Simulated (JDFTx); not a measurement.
# GaP (F-43m) in JDFTx: reference runs

Reference runs on GaP: the cell as given, and energy against volume gives the equilibrium volume and stiffness.

All numbers are computed with JDFTx 1.7.0 (patched build); they aren't measurements. Logs are shortened: lines on timing, memory, paths and dates and some standing lists are left out, and cuts for length are marked. The log counts tension as positive stress, the text compression.

**Measured values to compare with.**

From “Stacking defects in GaP nanowires: Electronic structure and optical properties”, 2018, arxiv:1810.01194, for a bulk crystal of GaP at 10 K: band gap 2.34 eV (indirect).

From “Phosphorous dimerization in GaP at high pressure”, 2017, arxiv:1709.06667, for a bulk crystal of GaP: bulk modulus 87.5 ± 0.6 GPa.

The results are compared with them further down.

### 1 The structure

It takes space group F-43m (No. 216, cubic). The conventional cell has a = 5.451 Å, b = 5.451 Å, c = 5.451 Å, α = 90.00°, β = 90.00°, γ = 90.00°. Ga (site symmetry -43m) is surrounded by 4 P at 2.36 Å. Around P (site symmetry -43m) lie 4 Ga at 2.36 Å.

### 2 Single point, PBEsol

GaP.in reads:

```
lattice \
    0.0000000000     5.1499761211     5.1499761211 \
    5.1499761211     0.0000000000     5.1499761211 \
    5.1499761211     5.1499761211     0.0000000000
coords-type Lattice
ion Ga     0.0000000000     0.0000000000     0.0000000000 1
ion P      0.7500000000     0.7500000000     0.7500000000 1

ion-species pseudo/Ga.upf
ion-species pseudo/P.upf
elec-cutoff 40 320
elec-ex-corr gga-PBEsol
kpoint-folding 8 8 8
elec-smearing Fermi 0.0018374661
elec-n-bands 15
electronic-SCF nIterations 100 energyDiffThreshold 1e-09
electronic-minimize nIterations 30 energyDiffThreshold 1e-7
converge-empty-states yes
forces-output-coords Cartesian

dump-name run.$VAR
dump End Ecomponents EigStats BandEigs Kpoints Forces Stress
```

Potentials or basis: PseudoDojo-SR-PBEsol-0.4.1-standard with smoothed tails.

Run with:

```sh
$ jdftx -c 1 -i GaP.in -o GaP.out
```

The program printed:

```text
*************** JDFTx 1.7.0 (patched build) ***************

Input parsed successfully to the following command list (including defaults):
[... the input with its defaults ...]

---------- Setting up symmetries ----------

Found 48 point-group symmetries of the bravais lattice
Found 24 space-group symmetries with basis
Applied RMS atom displacement 0 bohrs to make symmetries exact.

---------- Initializing the Grid ----------
R =
[            0      5.14998      5.14998  ]
[      5.14998            0      5.14998  ]
[      5.14998      5.14998            0  ]
unit cell volume = 273.178
G =
[  -0.610021   0.610021   0.610021  ]
[   0.610021  -0.610021   0.610021  ]
[   0.610021   0.610021  -0.610021  ]
Minimum fftbox size, Smin = [  60  60  60  ]
Chosen fftbox size, S = [  60  60  60  ]

---------- Initializing tighter grid for wavefunction operations ----------
R =
[            0      5.14998      5.14998  ]
[      5.14998            0      5.14998  ]
[      5.14998      5.14998            0  ]
unit cell volume = 273.178
G =
[  -0.610021   0.610021   0.610021  ]
[   0.610021  -0.610021   0.610021  ]
[   0.610021   0.610021  -0.610021  ]
Minimum fftbox size, Smin = [  44  44  44  ]
Chosen fftbox size, S = [  48  48  48  ]

---------- Exchange Correlation functional ----------
Initalized PBEsol GGA exchange.
Initalized PBEsol GGA correlation.

---------- Setting up pseudopotentials ----------
Width of ionic core gaussian charges (only for fluid interactions / plotting) set to 0

Reading pseudopotential file 'pseudo/Ga.upf':
  'Ga' pseudopotential, 'PBESOL' functional
  Generated using ONCVPSP code by D. R. Hamann
  13 valence electrons, 3 orbitals, 6 projectors, 1001 radial grid points, with lMax = 2
    3D    l: 2   occupation: 10.0   eigenvalue: -0.704192
    4S    l: 0   occupation:  2.0   eigenvalue: -0.329374
    4P    l: 1   occupation:  1.0   eigenvalue: -0.094479
  Core radius for overlap checks: 1.84 bohrs.

Reading pseudopotential file 'pseudo/P.upf':
  'P' pseudopotential, 'PBESOL' functional
  Generated using ONCVPSP code by D. R. Hamann
  5 valence electrons, 2 orbitals, 6 projectors, 1001 radial grid points, with lMax = 2
    3S    l: 0   occupation:  2.0   eigenvalue: -0.511448
    3P    l: 1   occupation:  3.0   eigenvalue: -0.201377
  Core radius for overlap checks: 1.66 bohrs.

Initialized 2 species with 2 total atoms.

Folded 1 k-points by 8x8x8 to 512 k-points.

---------- Setting up k-points, bands, fillings ----------
Adding inversion symmetry to k-mesh for non-inversion-symmetric unit cell.
Reduced to 29 k-points under symmetry.
Computing the number of bands and number of electrons
Calculating initial fillings.
nElectrons:  18.000000   nBands: 15   nStates: 29

----- Setting up reduced wavefunction bases (one per k-point) -----
average nbasis = 3300.439 , ideal nbasis = 3300.879

---------- Setting up ewald sum ----------
Optimum gaussian width for ewald sums = 2.339030 bohr.
Real space sum over 1331 unit cells with max indices [  5  5  5  ]
Reciprocal space sum over 2197 terms with max indices [  6  6  6  ]

---------- Allocating electronic variables ----------
Initializing wave functions:  linear combination of atomic orbitals
Note: number of bands (15) exceeds available atomic orbitals (13)
Ga pseudo-atom occupations:   s ( 2 )  p ( 1 )  d ( 10 )
P pseudo-atom occupations:   s ( 2 )  p ( 3 )
	FillingsUpdate:  mu: +0.325196458  nElectrons: 18.000000
LCAOMinimize: Iter:   0  F: -73.7411228429739936  |grad|_K:  2.185e-03  alpha:  1.000e+00
	FillingsUpdate:  mu: +0.313750455  nElectrons: 18.000000
LCAOMinimize: Iter:   1  F: -73.7489933497219567  |grad|_K:  4.728e-05  alpha:  4.912e-01  linmin: -1.896e-01  cgtest:  6.297e-01
LCAOMinimize: Encountered beta<0, resetting CG.
	FillingsUpdate:  mu: +0.313645106  nElectrons: 18.000000
LCAOMinimize: Iter:   2  F: -73.7489983390630215  |grad|_K:  1.438e-05  alpha:  6.836e-01  linmin: -8.084e-04  cgtest:  1.261e-02
	FillingsUpdate:  mu: +0.313738269  nElectrons: 18.000000
LCAOMinimize: Iter:   3  F: -73.7489987808915117  |grad|_K:  7.655e-07  alpha:  6.536e-01  linmin: -1.105e-03  cgtest: -7.413e-02
	FillingsUpdate:  mu: +0.313735835  nElectrons: 18.000000
LCAOMinimize: Iter:   4  F: -73.7489987826684512  |grad|_K:  1.111e-07  alpha:  9.286e-01  linmin: -2.125e-04  cgtest: -5.105e-03
LCAOMinimize: Converged (|Delta F|<1.000000e-06 for 2 iters).

-------- Electronic minimization -----------
Will mix electronic density at each iteration.
	FillingsUpdate:  mu: +0.313735835  nElectrons: 18.000000
	FillingsUpdate:  mu: +0.298678123  nElectrons: 18.000000
SCF: Cycle:  0   F: -73.794025407689816   dF: -4.503e-02   |Residual|: 5.152e-02   |deigs|: 1.402e-01
	FillingsUpdate:  mu: +0.299609173  nElectrons: 18.000000
SCF: Cycle:  1   F: -73.795198803662359   dF: -1.173e-03   |Residual|: 2.906e-02   |deigs|: 9.674e-03
	FillingsUpdate:  mu: +0.302628644  nElectrons: 18.000000
SCF: Cycle:  2   F: -73.795413925172895   dF: -2.151e-04   |Residual|: 3.888e-03   |deigs|: 5.713e-03
	FillingsUpdate:  mu: +0.302788749  nElectrons: 18.000000
SCF: Cycle:  3   F: -73.795420148402869   dF: -6.223e-06   |Residual|: 1.802e-03   |deigs|: 9.195e-04
	FillingsUpdate:  mu: +0.303269489  nElectrons: 18.000000
SCF: Cycle:  4   F: -73.795422245562889   dF: -2.097e-06   |Residual|: 5.980e-04   |deigs|: 8.007e-04
	FillingsUpdate:  mu: +0.303241893  nElectrons: 18.000000
SCF: Cycle:  5   F: -73.795422598366088   dF: -3.528e-07   |Residual|: 2.918e-04   |deigs|: 2.889e-04
	FillingsUpdate:  mu: +0.303269692  nElectrons: 18.000000
SCF: Cycle:  6   F: -73.795422738477711   dF: -1.401e-07   |Residual|: 3.809e-05   |deigs|: 3.468e-04
	FillingsUpdate:  mu: +0.303267109  nElectrons: 18.000000
SCF: Cycle:  7   F: -73.795422773310776   dF: -3.483e-08   |Residual|: 2.630e-05   |deigs|: 1.742e-04
	FillingsUpdate:  mu: +0.303268523  nElectrons: 18.000000
SCF: Cycle:  8   F: -73.795422791355620   dF: -1.804e-08   |Residual|: 8.838e-06   |deigs|: 3.346e-04
	FillingsUpdate:  mu: +0.303268749  nElectrons: 18.000000
SCF: Cycle:  9   F: -73.795422795791609   dF: -4.436e-09   |Residual|: 3.785e-06   |deigs|: 1.891e-04
	FillingsUpdate:  mu: +0.303269010  nElectrons: 18.000000
SCF: Cycle: 10   F: -73.795422798406221   dF: -2.615e-09   |Residual|: 1.351e-06   |deigs|: 1.657e-04
	FillingsUpdate:  mu: +0.303269049  nElectrons: 18.000000
SCF: Cycle: 11   F: -73.795422799016237   dF: -6.100e-10   |Residual|: 6.472e-07   |deigs|: 1.575e-04
	FillingsUpdate:  mu: +0.303269072  nElectrons: 18.000000
SCF: Cycle: 12   F: -73.795422799436494   dF: -4.203e-10   |Residual|: 4.304e-07   |deigs|: 3.380e-04
SCF: Converged (|Delta E|<1.000000e-09 for 2 iters).

Setting wave functions to eigenvectors of Hamiltonian
Converging empty states (this may take a while):
EmptyStates: None of the convergence criteria satisfied.
|deigs|: 1.376e-03

# Stress tensor in Cartesian coordinates [Eh/a0^3]:
[    1.764e-05            0            0  ]
[            0    1.764e-05            0  ]
[            0            0    1.764e-05  ]

# Ionic positions in lattice coordinates:
ion Ga   0.000000000000000   0.000000000000000   0.000000000000000 1
ion P   0.750000000000000   0.750000000000000   0.750000000000000 1

# Forces in Cartesian coordinates:
force Ga   0.000000000000000   0.000000000000000  -0.000000000000000 1
force P  -0.000000000000000  -0.000000000000000   0.000000000000000 1

# Energy components:
   Eewald =      -48.2388119437273133
       EH =       26.0929583576242834
     Eloc =      -66.5475464595939599
      Enl =      -37.0166372813586122
      Exc =      -22.7615212032914052
 Exc_core =        9.5067580562692324
       KE =       65.1693776749796001
-------------------------------------
     Etot =      -73.7954227990981764
       TS =        0.0000000003383182
-------------------------------------
        F =      -73.7954227994364942

IonicMinimize: Iter:   0  F: -73.795422799436494  |grad|_K:  1.115e-35
IonicMinimize: Converged (|grad|_K<1.000000e-04).

#--- Lowdin population analysis ---
# oxidation-state Ga +0.088
# oxidation-state P -0.044

Dumping 'run.eigStats' ...
	eMin: -0.263552 at state 20 ( [ +0.000000 +0.500000 +0.500000 ] spin 0 )
	HOMO: +0.276395 at state 0 ( [ +0.000000 +0.000000 +0.000000 ] spin 0 )
	mu  : +0.303269
	LUMO: +0.332206 at state 20 ( [ +0.000000 +0.500000 +0.500000 ] spin 0 )
	eMax: +0.728706 at state 20 ( [ +0.000000 +0.500000 +0.500000 ] spin 0 )
	HOMO-LUMO gap: +0.055811
	Optical gap  : +0.063788 at state 0 ( [ +0.000000 +0.000000 +0.000000 ] spin 0 )
WARNING: the last solve of the electrons (or of bands or displaced states from it) ended unconverged.
Done!
[note: mu as printed may lie anywhere between the filled and the empty levels]
```

Run time: 72 s. Hardware: 1 thread of Intel Xeon Platinum 8488C (Sapphire Rapids), shared host; peak memory 0.13 GiB.

Results:

| Property | Result |
| --- | --- |
| Free energy | -2008.0758 eV |
| Pressure | -0.5 GPa |
| Band gap on the k mesh | 1.52 eV, indirect (least direct gap 1.74 eV) |

Caveat: the empty levels aren't tightly converged.

(Continued in part 2 of 2.)
